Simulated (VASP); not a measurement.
# Cs (Im-3m) in VASP: a series of runs

The runs below take Cs through single point, with PBE.

All numbers are computed with VASP 6.6.1; they aren't measurements. Logs are shortened: lines on timing, memory, paths and dates and some standing lists are left out, and cuts for length are marked.

## 1. Starting point

It takes space group Im-3m (No. 229, cubic). Conventional cell: a = 6.257 Å, b = 6.257 Å, c = 6.257 Å, α = 90.00°, β = 90.00°, γ = 90.00°.

## 2. Single point, PBE

Contents of INCAR:

```
ADDGRID  = False        
ALGO     = Normal         # electronic algorithm
EDIFF    = 1E-6           # SCF threshold, eV
ENCUT    = 450            # plane-wave cutoff, eV
GGA      = PE             # functional
ISIF     = 2              # what is computed and relaxed
ISMEAR   = 1              # smearing method
LASPH    = True           # aspherical terms in the spheres
LCHARG   = False          # write CHGCAR
LREAL    = False          # projectors in reciprocal space
LWAVE    = False          # write WAVECAR
NBANDS   = 10             # bands
NELM     = 100            # most SCF steps
PREC     = Accurate       # precision mode
SIGMA    = 0.15           # smearing width, eV
```

Contents of KPOINTS:

```
k-points
0
Gamma
  9 9 9
```

Contents of POSCAR:

```
Cs
1.0
   -3.1284650614      3.1284650614      3.1284650614
    3.1284650614     -3.1284650614      3.1284650614
    3.1284650614      3.1284650614     -3.1284650614
Cs
1
Direct
    0.0000000000      0.0000000000      0.0000000000
```

Potentials or basis: VASP PAW PBE potentials, release 64 (Cs_sv).

Run with:

```sh
cat potpaw_PBE.64/Cs_sv/POTCAR > POTCAR
mpirun -np 1 vasp_std > vasp.out
```

OUTCAR:

```text
EDIFF = 1E-6
   ENCUT = 450
   GGA = PE
   ISIF = 2
   ISMEAR = 1
   LASPH = True
   LREAL = False
   NELM = 100
   PREC = Accurate

 Found     35 irreducible k-points:

 Following reciprocal coordinates:
            Coordinates               Weight
  0.000000  0.000000  0.000000      1.000000
  0.111111  0.000000  0.000000     12.000000
  0.222222  0.000000  0.000000     12.000000
  0.333333  0.000000  0.000000     12.000000
  0.444444  0.000000  0.000000     12.000000
  0.111111  0.111111  0.000000     24.000000
   k-points           NKPTS =     35   k-points in BZ     NKDIM =     35   number of bands    NBANDS=     10
   number of dos      NEDOS =    301   number of ions     NIONS =      1
   total plane-waves  NPLWV =  64000
   dimension x,y,z NGX =    40 NGY =   40 NGZ =   40
   dimension x,y,z NGXF=    80 NGYF=   80 NGZF=   80
   ions per type =               1
   NGX,Y,Z   is equivalent  to a cutoff of  12.27, 12.27, 12.27 a.u.
   NGXF,Y,Z  is equivalent  to a cutoff of  24.54, 24.54, 24.54 a.u.
 SYSTEM =  unknown system
   PREC   = accura    normal or accurate (medium, high low for compatibility)
   ISTART =      0    job   : 0-new  1-cont  2-samecut
   ICHARG =      2    charge: 1-file 2-atom 10-const
   ISPIN  =      1    spin polarized calculation?
   LNONCOLLINEAR =      F non collinear calculations
   LSORBIT =      F    spin-orbit coupling
   LASPH  =      T    aspherical Exc in radial PAW
   ENCUT  =  450.0 eV  33.07 Ry    5.75 a.u.   9.37  9.37  9.37*2*pi/ulx,y,z
   NELM   =    100;   NELMIN=  2; NELMDL= -5     # of ELM steps
   EDIFF  = 0.1E-05   stopping-criterion for ELM
   LREAL  =      F    real-space projection
   EDIFFG = 0.1E-04   stopping-criterion for IOM
   NSW    =      0    number of steps for IOM
   IBRION =     -1    ionic relax: 0-MD 1-quasi-New 2-CG
   NFREE  =      0    steps in history (QN), initial steepest desc. (CG)
   ISIF   =      2    stress and relaxation
   ISYM   =      2    0-nonsym 1-usesym 2-fastsym
   POTIM  = 0.5000    time-step for ionic-motion
   TEBEG  =    0.0;   TEEND  =   0.0 temperature during run
   PSTRESS=    0.0 pullay stress
   NELECT =       9.0000    total number of electrons
   NUPDOWN=      -1.0000    fix difference up-down
   EMIN   =  10.00;   EMAX   =-10.00  energy-range for DOS
   EFERMI =   0.00;   METHOD = LEGACY
   ISMEAR =     1;   SIGMA  =   0.15  broadening in eV -4-tet -1-fermi 0-gaus
   EFERMI_NEDOS =   21; number of points for ismear=-14 and -15
   IALGO  =     38    algorithm
   IMIX   =      4    mixing-type and parameters
     AMIX     =   0.40;   BMIX     =  1.00
     AMIX_MAG =   1.60;   BMIX_MAG =  1.00
  volume/ion in A,a.u.               =     122.48       826.51
  Fermi-wavevector in a.u.,A,eV,Ry     =   0.685706  1.295796  6.397353  0.470192
  Thomas-Fermi vector in A             =   1.765724
   LORBIT       =      0    0 simple, 1 ext, 2 COOP (PROOUT), +10 PAW based schemes
   GGA     = PE    functional components
   LHFCALC =     F    Hartree Fock is set to
   AEXX    =    0.0000 exact exchange contribution
   IVDW    =     0    specifies the selected vdW correction
   LEPSILON=     F    determine dielectric tensor
   LRPA    =     F    only Hartree local field effects (RPA)
 non-spin polarized calculation
 Methfessel and Paxton  Order N= 1 SIGMA  =   0.15
  energy-cutoff  :      450.00
  volume of cell :      122.48
 maximum number of plane-waves:      2676
 NGX is ok and might be reduce to    40
   NGX = 19   NGY = 19   NGZ = 19

 number of electron       8.9999999 magnetization

 Free energy of the ion-electron system (eV)
  ---------------------------------------------------
  ext. energy  EPLUGINS =         0.00000000
  ---------------------------------------------------
  free energy    TOTEN  =        -0.85110627 eV

  energy without entropy =       -0.85181452  energy(sigma->0) =       -0.85134236

 E-fermi :   0.3074     XC(G=0):  -5.2523

 val. band max:        0.2859125935   @ k =  -0.3333   0.4444   0.1111
 cond. band min:       0.3651687612   @ k =  -0.4444   0.4444   0.1111
 fundamental gap:      0.0792561677
 Fermi energy:         0.3073682897

 k-point     1 :       0.0000    0.0000    0.0000
  band No.  band energies     occupation
      1     -23.5944      2.00000
      2     -10.3464      2.00000
      3     -10.3464      2.00000
      4     -10.3464      2.00000
      5      -1.3133      2.00000
      6       2.7550     -0.00000
      7       2.7550     -0.00000
      8       2.7550     -0.00000
      9       3.5676      0.00000
     10       3.5676      0.00000

 k-point     2 :       0.1111    0.0000    0.0000
  band No.  band energies     occupation
      1     -23.5939      2.00000
      2     -10.3597      2.00000
      3     -10.3508      2.00000
      4     -10.3464      2.00000
      5      -1.1855      2.00000
      6       2.6193     -0.00000
      7       2.6207     -0.00000
      8       2.8820     -0.00000
      9       3.3915      0.00000
     10       3.5466      0.00000

 k-point     3 :       0.2222    0.0000    0.0000
  band No.  band energies     occupation
      1     -23.5924      2.00000
      2     -10.3928      2.00000
      3     -10.3618      2.00000
      4     -10.3464      2.00000
      5      -0.8225      2.00000
      6       2.1522     -0.00000
      7       2.3446     -0.00000
      8       3.2560     -0.00000
      9       3.3916      0.00000
     10       3.5504      0.00000

 k-point     4 :       0.3333    0.0000    0.0000
  band No.  band energies     occupation
      1     -23.5908      2.00000
      2     -10.4296      2.00000
      3     -10.3743      2.00000
      4     -10.3464      2.00000
      5      -0.2913      2.00000
      6       1.6318     -0.00000
      7       2.1014     -0.00000
      8       3.4899      0.00000
      9       3.6695      0.00000
     10       3.8554      0.00000

 k-point     5 :       0.4444    0.0000    0.0000
  band No.  band energies     occupation
      1     -23.5897      2.00000
      2     -10.4533      2.00000
      3     -10.3824      2.00000
      4     -10.3464      2.00000
      5       0.2451      1.64022
      6       1.2049     -0.00000
      7       1.9669     -0.00000
      8       3.4150      0.00000
      9       3.9119      0.00000
     10       4.6230      0.00000

 k-point     6 :       0.1111    0.1111    0.0000
  band No.  band energies     occupation
      1     -23.5929      2.00000
      2     -10.3825      2.00000
      3     -10.3557      2.00000
      4     -10.3496      2.00000
      5      -0.9394      2.00000
      6       2.3283     -0.00000
      7       2.3981     -0.00000
      8       3.1309     -0.00000
      9       3.2498     -0.00000
     10       3.6601      0.00000

 [... further k-points ...]
[... 5 lines left out ...]
  --------------------------------------------------------------------------------------
  -------------------------------------------------------------------------------------
  Total       -0.0714343     -0.0714343     -0.0714343     -0.0000000     -0.0000000      0.0000000
  in kB       -0.9344660     -0.9344660     -0.9344660     -0.0000000     -0.0000000      0.0000000
  external PRESSURE =      -0.9344660 kB  Pullay stress =       0.0000000 kB

 VOLUME and BASIS-vectors are now :
 -----------------------------------------------------------------------------
  energy-cutoff  :      450.00
  volume of cell :      122.48
      direct lattice vectors                 reciprocal lattice vectors
    -3.128465061  3.128465061  3.128465061     0.000000000  0.159822785  0.159822785
     3.128465061 -3.128465061  3.128465061     0.159822785  0.000000000  0.159822785
     3.128465061  3.128465061 -3.128465061     0.159822785  0.159822785  0.000000000

 POSITION                                       TOTAL-FORCE (eV/Angst)
 -----------------------------------------------------------------------------------
      0.00000      0.00000      0.00000        -0.000000      0.000000      0.000000
 -----------------------------------------------------------------------------------
    total drift:                               -0.000000     -0.000000     -0.000000

  FREE ENERGIE OF THE ION-ELECTRON SYSTEM (eV)
  ---------------------------------------------------
  free  energy   TOTEN  =        -0.8511062724 eV

  energy  without entropy=       -0.8518145231  energy(sigma->0) =       -0.85134236
```

Run time: 17 s. Hardware: 1 thread of Intel Xeon Platinum 8375C at 2.90GHz (Ice Lake), shared host; peak memory 0.23 GiB.

The run converged, but some of its settings lie outside the range that counts as converged, so its numbers aren't taken as properties of the crystal.

Results:

```yaml
Free_energy: -0.8511 eV
Pressure: -0.1 GPa
Band_gap_on_the_k_mesh: none (metal or under the smearing width)
```

## 3. Single point, PBE

INCAR, as its differences from that of step 2:

```diff
@@ -6,3 +6,3 @@
 ISIF     = 2              # what is computed and relaxed
-ISMEAR   = 1              # smearing method
+ISMEAR   = -1             # smearing method
 LASPH    = True           # aspherical terms in the spheres
```

KPOINTS is that of step 2.

POSCAR is that of step 2.

Potentials or basis: VASP PAW PBE potentials, release 64 (Cs_sv).

Run with:

```sh
cat potpaw_PBE.64/Cs_sv/POTCAR > POTCAR
mpirun -np 1 vasp_std > vasp.out
```

It took 18 s on 1 thread of Intel Xeon Platinum 8375C at 2.90GHz (Ice Lake), shared host; peak memory 0.23 GiB.

These settings aren't checked as converged: the numbers below hold their error.

What came out:

* Free energy: -0.8951 eV
* Pressure: -0.1 GPa
* Band gap on the k mesh: none (metal or under the smearing width)

## 4. Single point, PBE

INCAR, as its differences from that of step 3:

```diff
@@ -3,6 +3,6 @@
 EDIFF    = 1E-6           # SCF threshold, eV
-ENCUT    = 450            # plane-wave cutoff, eV
+ENCUT    = 550            # plane-wave cutoff, eV
 GGA      = PE             # functional
 ISIF     = 2              # what is computed and relaxed
-ISMEAR   = -1             # smearing method
+ISMEAR   = 0              # smearing method
 LASPH    = True           # aspherical terms in the spheres
```

KPOINTS is that of step 3.

POSCAR is that of step 3.

Run with:

```sh
cat potpaw_PBE.64/Cs_sv/POTCAR > POTCAR
mpirun -np 1 vasp_std > vasp.out
```

It took 24 s on 1 thread of Intel Xeon Platinum 8375C at 2.90GHz (Ice Lake), shared host; peak memory 0.25 GiB.

These settings aren't checked as converged: the numbers below hold their error.

Results:

```yaml
Free_energy: -0.8575 eV
Pressure: -0.1 GPa
Band_gap_on_the_k_mesh: none (metal or under the smearing width)
```

## 5. Single point, PBE

INCAR, as its differences from that of step 4:

```diff
@@ -13,3 +13,3 @@
 NELM     = 100            # most SCF steps
-PREC     = Accurate       # precision mode
+PREC     = Low            # precision mode
 SIGMA    = 0.15           # smearing width, eV
```

KPOINTS is that of step 4.

POSCAR is that of step 4.

Run with:

```sh
cat potpaw_PBE.64/Cs_sv/POTCAR > POTCAR
mpirun -np 1 vasp_std > vasp.out
```

It took 11 s on 1 thread of Intel Xeon Platinum 8375C at 2.90GHz (Ice Lake), shared host; peak memory 0.15 GiB.

These settings aren't checked as converged: the numbers below hold their error.

Results:

```
Free energy            : -0.8571 eV
Pressure               : -0.1 GPa
Band gap on the k mesh : none (metal or under the smearing width)
```
